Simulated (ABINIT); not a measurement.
# Te (P3_121) in ABINIT: single point with PW91

Aim: the single point of Te with PW91.

All numbers are computed with ABINIT 10.8.3 (patched build); they aren't measurements. Logs are shortened: lines on timing, memory, paths and dates and some standing lists are left out, and cuts for length are marked. The log counts tension as positive stress, the text compression.

## 1. The cell of the first run

The structure is trigonal, space group P3_121 (No. 152). Conventional cell: a = 4.332 Å, b = 4.332 Å, c = 5.762 Å, α = 90.00°, β = 90.00°, γ = 120.00°. Around Te (site symmetry 2) lie 2 Te at 2.79 Å.

## 2. Single point, PW91 (cell squeezed)

File run.abi:

```
# Pseudopotentials
pp_dirpath "./"
pseudos "Te.upf"

# Structure
acell 3*1.0 Angstrom
rprim
     4.3319106320     0.0000000000     0.0000000000
    -2.1659553160     3.7515446543     0.0000000000
     0.0000000000     0.0000000000     5.7616162065
ntypat 1
znucl 52
natom 3
typat 1 1 1
xred
     0.7310000000     0.7310000000     0.0000000000
     0.0000000000     0.2690000000     0.6666666667
     0.2690000000     0.0000000000     0.3333333333
chkprim 0
chksymtnons 0
tolsym 1.0e-6

# Plane-wave basis
ecut 35.0

# k points
kptopt 1
ngkpt 5 5 4
nshiftk 1
shiftk 0.0 0.0 0.0

# Exchange and correlation
ixc -109134

# Bands and occupations
nband 29
occopt 3
tsmear 0.05 eV

# SCF cycle
nstep 100
tolvrs 1.0e-10

# Output
iomode 3
prtwf 0
prtden 0
prteig 0
prtebands 0
```

Potentials or basis: Ansatz NC PBE.

On the command line:

```sh
> mpirun --bind-to none -np 4 abinit run.abi > log 2>&1
```

run.abo:

```text
[... set-up lines left out ...]
 ETOT  1  -250.88250554503    -2.509E+02 2.730E+00 9.277E+04
 ETOT  2  -315.16852363031    -6.429E+01 5.243E+00 7.574E+04
 ETOT  3  -322.39839192657    -7.230E+00 3.381E-01 2.666E+04
 ETOT  4  -325.23552045319    -2.837E+00 1.415E-01 1.004E+04
 ETOT  5  -325.97441688967    -7.389E-01 7.135E-02 5.927E+03
 ETOT  6  -326.30877134731    -3.344E-01 2.772E-02 4.016E+03
 ETOT  7  -326.63516024762    -3.264E-01 2.394E-02 2.127E+03
 ETOT  8  -326.71540589583    -8.025E-02 5.887E-02 1.677E+03
 ETOT  9  -326.77786375874    -6.246E-02 1.160E-02 1.326E+03
 ETOT 10  -327.00333049737    -2.255E-01 5.020E-02 1.131E+00
[... 27 lines left out ...]
 ETOT 38  -327.00791596605    -5.684E-13 1.794E-04 1.545E-09
 ETOT 39  -327.00791596604     3.467E-12 9.872E-05 1.945E-09
 ETOT 40  -327.00791596604    -5.684E-13 1.355E-04 1.847E-09
 ETOT 41  -327.00791596604    -6.821E-13 7.381E-05 9.127E-09
 ETOT 42  -327.00791596604     2.842E-12 1.010E-04 2.368E-09
 ETOT 43  -327.00791596604     1.137E-12 5.450E-05 3.058E-10
 ETOT 44  -327.00791596604     2.615E-12 7.446E-05 1.565E-10
 ETOT 45  -327.00791596604    -5.116E-13 3.983E-05 1.884E-10
 ETOT 46  -327.00791596604    -1.364E-12 5.441E-05 1.076E-10
 ETOT 47  -327.00791596604    -2.046E-12 2.887E-05 5.455E-11

 At SCF step   47       vres2   =  5.46E-11 < tolvrs=  1.00E-10 =>converged.

 Cartesian components of stress tensor (hartree/bohr^3)
  sigma(1 1)= -1.65211843E-04  sigma(3 2)=  0.00000000E+00
  sigma(2 2)= -1.65211844E-04  sigma(3 1)=  0.00000000E+00
  sigma(3 3)= -2.54524062E-04  sigma(2 1)=  0.00000000E+00

--- !ResultsGS
iteration_state: {dtset: 1, }
comment   : Summary of ground state results
lattice_vectors:
- [  8.1861247,   0.0000000,   0.0000000, ]
- [ -4.0930623,   7.0893919,   0.0000000, ]
- [  0.0000000,   0.0000000,  10.8878767, ]
lattice_lengths: [   8.18612,    8.18612,   10.88788, ]
lattice_angles: [ 90.000,  90.000, 120.000, ] # degrees, (23, 13, 12)
lattice_volume:   6.3187407E+02
convergence: {deltae: -2.046E-12, res2:  5.455E-11, residm:  2.887E-05, diffor: null, }
etotal    :  -3.27007916E+02
entropy   :   0.00000000E+00
fermie    :   2.13694122E-01
cartesian_stress_tensor: # hartree/bohr^3
- [ -1.65211843E-04,   0.00000000E+00,   0.00000000E+00, ]
- [  0.00000000E+00,  -1.65211844E-04,   0.00000000E+00, ]
- [  0.00000000E+00,   0.00000000E+00,  -2.54524062E-04, ]
pressure_GPa:   5.7366E+00
xred      :
- [  7.3100E-01,   7.3100E-01,  -7.4015E-17, Te]
- [ -4.6269E-17,   2.6900E-01,   6.6667E-01, Te]
- [  2.6900E-01,  -7.4015E-17,   3.3333E-01, Te]
cartesian_forces: # hartree/bohr
- [ -5.98600532E-03,  -1.03680653E-02,  -0.00000000E+00, ]
- [ -5.98600532E-03,   1.03680653E-02,  -0.00000000E+00, ]
- [  1.19720106E-02,   7.01931520E-19,  -0.00000000E+00, ]
force_length_stats: {min:   1.19720106E-02, max:   1.19720106E-02, mean:   1.19720106E-02, }
...

 Integrated electronic density in atomic spheres:
 ------------------------------------------------
 Atom  Sphere_radius  Integrated_density
    1        2.00000         11.93889182
    2        2.00000         11.93889182
    3        2.00000         11.93889182
================================================================================

 ----iterations are completed or convergence reached----

 Mean square residual over all n,k,spin=   78.785E-09; max=  28.875E-06
 reduced coordinates (array xred) for    3 atoms
       0.731000000000      0.731000000000     -0.000000000000
      -0.000000000000      0.269000000000      0.666666666667
       0.269000000000     -0.000000000000      0.333333333333
 rms dE/dt=  5.6583E-02; max dE/dt=  4.9002E-02; dE/dt below (all hartree)
    1       0.049002185982      0.049002185982      0.000000000000
    2       0.049002185982     -0.098004371964      0.000000000000
    3      -0.098004371964      0.049002185982      0.000000000000

 cartesian coordinates (angstrom) at end:
    1      1.58331333599600     2.74237914229330    -0.00000000000000
    2     -0.58264198000400     1.00916551200670     3.84107747100000
    3      1.16528396000800    -0.00000000000000     1.92053873550000

 cartesian forces (hartree/bohr) at end:
    1     -0.00598600531992    -0.01036806534830    -0.00000000000000
    2     -0.00598600531992     0.01036806534830    -0.00000000000000
    3      0.01197201063984     0.00000000000000    -0.00000000000000
 frms,max,avg= 6.9120436E-03 1.1972011E-02   0.000E+00  0.000E+00  0.000E+00 h/b

 cartesian forces (eV/Angstrom) at end:
    1     -0.30781276968329    -0.53314735630085    -0.00000000000000
    2     -0.30781276968329     0.53314735630085    -0.00000000000000
    3      0.61562553936658     0.00000000000000    -0.00000000000000
 frms,max,avg= 3.5543157E-01 6.1562554E-01   0.000E+00  0.000E+00  0.000E+00 e/A
 length scales=  1.889726125908  1.889726125908  1.889726125908 bohr
              =  1.000000000000  1.000000000000  1.000000000000 angstroms
 Fermi (or HOMO) energy (hartree) =   0.21369   Average Vxc (hartree)=  -0.37246
 Eigenvalues (hartree) for nkpt=  17  k points:
 kpt#   1, nband= 29, wtk=  0.01000, kpt=  0.0000  0.0000  0.0000 (reduced coord)
  -1.17454   -1.17454   -1.17213   -1.17197   -1.17197   -1.16861   -1.16714   -1.16708
  -1.16708   -1.16591   -1.16573   -1.16573   -1.16522   -1.16405   -1.16405   -0.31989
  -0.18400   -0.18400    0.08140    0.09938    0.09938    0.13653    0.13653    0.16871
   0.24569    0.24569    0.26689    0.38378    0.38378
      occupation numbers for kpt#   1
   2.00000    2.00000    2.00000    2.00000    2.00000    2.00000    2.00000    2.00000
   2.00000    2.00000    2.00000    2.00000    2.00000    2.00000    2.00000    2.00000
   2.00000    2.00000    2.00000    2.00000    2.00000    2.00000    2.00000    2.00000
   0.00000    0.00000    0.00000    0.00000    0.00000
 prteigrs : prtvol=0 or 1, do not print more k-points.

--- !EnergyTerms
iteration_state     : {dtset: 1, }
comment             : Components of total free energy in Hartree
kinetic             :  1.92510072801951E+02
hartree             :  8.33010589487191E+01
xc                  : -8.25810348853052E+01
Ewald energy        : -1.81379376840256E+02
psp_core            :  8.02124417545362E+00
local_psp           : -2.42147890229476E+02
non_local_psp       : -1.04731974636630E+02
internal            : -3.27007900665543E+02
'-kT*entropy'       : -1.53004978500501E-05
total_energy        : -3.27007915966041E+02
total_energy_eV     : -8.89833870684523E+03
band_energy         : -3.53009883022282E+01
...

 Cartesian components of stress tensor (hartree/bohr^3)
  sigma(1 1)= -1.65211843E-04  sigma(3 2)=  0.00000000E+00
  sigma(2 2)= -1.65211844E-04  sigma(3 1)=  0.00000000E+00
  sigma(3 3)= -2.54524062E-04  sigma(2 1)=  0.00000000E+00

-Cartesian components of stress tensor (GPa)         [Pressure=  5.7366E+00 GPa]
- sigma(1 1)= -4.86070025E+00  sigma(3 2)=  0.00000000E+00
- sigma(2 2)= -4.86070026E+00  sigma(3 1)=  0.00000000E+00
- sigma(3 3)= -7.48835645E+00  sigma(2 1)=  0.00000000E+00

== END DATASET(S) ==============================================================
================================================================================

 -outvars: echo values of variables after computation  --------
            acell      1.8897261259E+00  1.8897261259E+00  1.8897261259E+00 Bohr
           etotal     -3.2700791597E+02
            fcart     -5.9860053199E-03 -1.0368065348E-02 -0.0000000000E+00
                      -5.9860053199E-03  1.0368065348E-02 -0.0000000000E+00
                       1.1972010640E-02  7.0193152041E-19 -0.0000000000E+00
            rprim      4.3319106320E+00  0.0000000000E+00  0.0000000000E+00
                      -2.1659553160E+00  3.7515446543E+00  0.0000000000E+00
                       0.0000000000E+00  0.0000000000E+00  5.7616162065E+00
           strten     -1.6521184344E-04 -1.6521184387E-04 -2.5452406240E-04
                       0.0000000000E+00  0.0000000000E+00  0.0000000000E+00
           xangst      1.5833133360E+00  2.7423791423E+00 -4.2644526477E-16
                      -5.8264198000E-01  1.0091655120E+00  3.8410774710E+00
                       1.1652839600E+00 -2.7767008354E-16  1.9205387355E+00
             xred      7.3100000000E-01  7.3100000000E-01 -7.4014868308E-17
                      -4.6268892929E-17  2.6900000000E-01  6.6666666667E-01
                       2.6900000000E-01 -7.4014868308E-17  3.3333333333E-01
 Calculation completed.
```

It took 2.3 min on 4 MPI ranks of Arm Neoverse V2, shared host; peak memory 0.4 GiB.

Results:

```yaml
Free_energy: -8898.3387 eV
Largest_force: 0.616 eV/Å
Band_gap_on_the_k_mesh: 0.45 eV, indirect (least direct gap 0.76 eV)
Valence_electrons_inside_the_program's_atomic_spheres: Te 11.94 (radii [1.0584] Å)
```

Forces on the atoms (eV/Å):
```
Te  -0.308 -0.533  0.000
Te  -0.308  0.533  0.000
Te   0.616  0.000  0.000
```

Caveat: the cutoff is too short for stress, so the log's stress isn't used; this build's PW91 may differ from other programs'; the potentials were made for another functional, which shifts forces and pressure; spin-orbit coupling is left out, which moves the levels of the heavy elements; an odd mesh through Γ misses points on the zone boundary, where band edges often lie.
